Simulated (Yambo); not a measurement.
## HfB2: Hartree-Fock levels with PBEsol

HfB2:

```
CELL_PARAMETERS angstrom
3.14000 0.00000 0.00000
-1.57000 2.71932 0.00000
0.00000 0.00000 3.48000
ATOMIC_POSITIONS crystal
Hf 0.00000 0.00000 0.00000
B 0.66667 0.33333 0.50000
B 0.33333 0.66667 0.50000
```

```json
{"Program": "Yambo 5.3.0", "Task": "Hartree-Fock levels", "Functional": "PBEsol", "Potentials or basis": "PseudoDojo 0.4.1 SR PBEsol standard", "Cutoff": "1034 eV", "Density cutoff": "4136 eV", "k mesh": "6 × 6 × 6", "Occupations": "fermi-dirac, width 0.05 eV", "Spin": "no spin polarisation", "k mesh of the self-consistent run": "12 × 12 × 8", "Random integration of the Coulomb term": "yes", "States corrected": "Γ and the k points of the band edges", "Cutoff of exchange and Vxc": "76 Ry", "Bands corrected (first, last)": "[8, 11]"}
```

- Band gap on the k mesh, mean-field level: none (metal or under the smearing width)

Quasiparticle terms (eV):
```
               k point  band  Kohn-Sham level     Vxc      Σx  Σc  Z  result
 (0.000, 0.000, 0.000)     8            -2.50  -13.29  -15.23   -  -   -4.44
 (0.000, 0.000, 0.000)     9            -2.35  -12.94  -15.19   -  -   -4.60
 (0.000, 0.000, 0.000)    10             4.39  -15.47   -9.05   -  -   10.81
 (0.000, 0.000, 0.000)    11             4.39  -15.47   -9.05   -  -   10.81
 (0.167, 0.167, 0.167)     8            -3.37  -12.98  -15.55   -  -   -5.94
 (0.167, 0.167, 0.167)     9            -0.10  -13.36  -12.39   -  -    0.87
 (0.167, 0.167, 0.167)    10             0.03  -13.35  -10.85   -  -    2.52
 (0.167, 0.167, 0.167)    11             4.57  -14.56   -8.65   -  -   10.47
(0.333, 0.333, -0.500)     8            -2.76  -12.95  -15.33   -  -   -5.14
(0.333, 0.333, -0.500)     9            -2.76  -12.95  -15.33   -  -   -5.14
(0.333, 0.333, -0.500)    10             4.80  -13.94   -7.68   -  -   11.06
(0.333, 0.333, -0.500)    11             5.78  -13.99   -7.91   -  -   11.86
```

It took 3.9 min on 1 thread of Arm Neoverse V1, on a shared host.

Caveat: the k mesh is coarse (spacing up to 0.39 Å⁻¹), so the values aren't converged; the ground state has no gap, which makes the many-body step unreliable. The run has no spin-orbit coupling, so splittings on Hf are missing.
